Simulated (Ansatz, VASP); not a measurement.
SnTe in VASP and in Ansatz

```
Sn Te
1.0
     0.00000    3.21963    3.15650
     3.15650    0.00000    3.15650
     3.15650    3.21963    0.00000
Sn Te
1 1
Direct
  0.00000 0.00000 0.00000
  0.50000 0.50000 0.50000
```

Change from the starting cell: strain +0.0200 x Voigt [0, 1, 0, 0, 0, 0], atoms carried along.

Alike in both runs: task single point; functional PBE; k mesh 10 × 10 × 10; occupations gaussian, width 0.03 eV; no spin polarisation.

|  | VASP | Ansatz |
| --- | --- | --- |
| version | VASP 6.6.1 | Ansatz 0.2.0 |
| potentials or method | VASP PAW PBE potentials, release 64 (Sn_d, Te) | scalar-relativistic, plane waves, PAW |
| plane-wave cutoff (eV) | 520 | 420 |
| valence electrons in the cell | 20 | 30 |

```csv
,VASP,Ansatz,Ansatz less VASP
gap on the k mesh at the Fermi level (eV),0.04,0.04,-0.001
least direct gap on the mesh (eV),0.04,0.04,-0.001
pressure (GPa),1.1,1.1,+0.07
largest component of the traceless stress (GPa),1.56,1.56,-0.001
```

The two sets of potentials don't hold the same shells in valence.

Caveats: spin-orbit coupling is left out, which moves the levels of the heavy elements.
